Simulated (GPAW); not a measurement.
Set up this calculation in GPAW 26.7.0, as an ASE script.

- Task: magnons
- Functional: LDA
- Potentials or basis: the program's PAW data sets (release 1.2.1) made for this functional
- Cutoff: 600 eV
- Basis: pw
- k mesh: 9 × 9 × 9
- Occupations: fermi-dirac, width 0.05 eV
- Spin: collinear spin, ferromagnetic start
- Starting moments: [4.0, 0.0] μB
- Lines: 2
- Response ecut: 150 eV
- Maxiter: 150
- Response k mesh: 8 × 8 × 8
- Response bands: 25
- Sites: [0]
- Site radius: 1.003

The system is FeO (Wuestite).

```
CELL_PARAMETERS angstrom
0.00000 2.11140 2.11140
2.11140 0.00000 2.11140
2.11140 2.11140 0.00000
ATOMIC_POSITIONS crystal
Fe 0.00000 0.00000 0.00000
O 0.50000 0.50000 0.50000
```

One way to write it, as run:

run.py

```python
import numpy as np
from ase import Atoms
from ase.dft.bandgap import bandgap
from ase.io import write
from gpaw import GPAW, PW
from gpaw.response import ResponseContext, ResponseGroundStateAdapter
from gpaw.response.chiks import ChiKSCalculator
from gpaw.response.heisenberg import calculate_fm_magnon_energies
from gpaw.response.localft import LocalFTCalculator
from gpaw.response.mft import IsotropicExchangeCalculator
from gpaw.response.site_kernels import SphericalSiteKernels

atoms = Atoms(['Fe', 'O'],
              cell=[[0.0, 2.1113998987, 2.1113998987],
                    [2.1113998987, 0.0, 2.1113998987],
                    [2.1113998987, 2.1113998987, 0.0]],
              scaled_positions=[[0.0, 0.0, 0.0],
                                [0.5, 0.5, 0.5]],
              pbc=True)
atoms.set_initial_magnetic_moments([4.0, 0.0])

calc = GPAW(mode=PW(600),
            xc='LDA',
            kpts={'size': (9, 9, 9), 'gamma': True},
            occupations={'name': 'fermi-dirac', 'width': 0.05},
            nbands=17,
            convergence={'density': 0.0001},
            maxiter=150,
            txt='gpaw.txt')
atoms.calc = calc
energy = atoms.get_potential_energy()
calc.write('gs.gpw')
write('result.traj', atoms)
print(f'Energy: {energy:.6f} eV')
print('Moments:', calc.get_magnetic_moments().round(3))
print('Fermi level:', round(calc.get_fermi_level(), 4), 'eV')
print(f'Gap: {bandgap(calc)[0]:.4f} eV, direct: {bandgap(calc, direct=True)[0]:.4f} eV')

dense = calc.fixed_density(kpts={'size': (8, 8, 8), 'gamma': True},
                           nbands=31, convergence={'bands': 25, 'eigenstates': 1e-12},
                           update_fermi_level=True, maxiter=300, txt='dense.txt')
dense.write('dense.gpw', mode='all')

sites = [0]
moments = calc.get_magnetic_moments()[sites]
q_qc = np.array([[0.0, 0.0, 0.0], [0.125, 0.0, 0.0], [0.25, 0.0, 0.0], [0.5, 0.0, 0.0], [0.125, 0.125, 0.0], [0.25, 0.25, 0.0], [0.5, 0.5, 0.0]])
gs = ResponseGroundStateAdapter.from_gpw_file('dense.gpw')
context = ResponseContext(txt='mft.txt')
chiks = ChiKSCalculator(gs, context, ecut=150, nbands=25, gammacentered=True)
exchange = IsotropicExchangeCalculator(chiks, LocalFTCalculator.from_rshe_parameters(gs, context))
kernels = SphericalSiteKernels(atoms.positions[sites], [[1.003] * len(sites)])
J_qab = np.array([exchange(q_c, kernels)[..., 0] for q_c in q_qc])
E_qn = calculate_fm_magnon_energies(J_qab, q_qc, moments)
np.savetxt('exchange.dat', np.c_[q_qc, 1000 * J_qab.real.reshape((len(q_qc), -1))], fmt='%.4f')
np.savetxt('magnons.dat', np.c_[q_qc, 1000 * E_qn.real], fmt='%.4f')
for q_c, E_n in zip(q_qc, E_qn):
    print(q_c.round(4), 'magnon energies (meV):', (1000 * E_n.real).round(2))
```

Potentials or basis: the program's PAW data sets (release 1.2.1) made for this functional, pw.

The run is started by

```bash
$ OMP_NUM_THREADS=1 python run.py
```

It gave:

```
Band gap on the k mesh : none (metal or under the smearing width)
Net moment             : 3.91 μB per cell
Site moments           : Fe +3.44; O +0.24 μB
```

Caveat: the number of bands moves the energies at small q by some ten meV; the exchange constants hang on this mesh and on the site radius; magnon energies are noisy on this mesh; a cell with one magnetic atom can't hold antiferromagnetic order, which such compounds often take; semilocal functionals often make such compounds metallic where correlation or magnetic order opens a gap, which also shifts bond lengths.

Wall time 110 s on 1 thread of Arm Neoverse V2, with other jobs on the host, peak memory 0.34 GiB.
